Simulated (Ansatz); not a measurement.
WC:

```
W C
1.0
     0.00000    2.19268    2.19268
     2.19268    0.00000    2.19268
     2.19268    2.19268    0.00000
W C
1 1
Direct
  0.00000 0.00000 0.00000
  0.50000 0.50000 0.50000
```

Measurements of this composition are mostly on another form, of space group No. 187.

Base run:

* Program: Ansatz 0.2.0
* Functional: r2SCAN
* Potentials or basis: Ansatz PAW
* Cutoff: 500 eV
* Density cutoff: 2000 eV
* k mesh: 10 × 10 × 10
* Occupations: fermi-dirac, width 0.05 eV
* Spin: no spin polarisation

Its results: band gap on the k mesh none (metal or under the smearing width); pressure -5.4 GPa.

Task: The run is repeated on the same cell with these changes: functional from r2SCAN to BLYP; cutoff from 500 eV to 420 eV; density cutoff from 2000 eV to 1680 eV. What comes out?

Result: Band gap on the k mesh none (metal or under the smearing width); pressure 11.6 GPa.

Caveats: the PAW data sets come from PBE, with cores solved anew for the run's functional, which leaves a small shift of forces and pressure; the potentials were made for another functional, which shifts forces and pressure (some runs).

Not every run made on this cell is shown here.
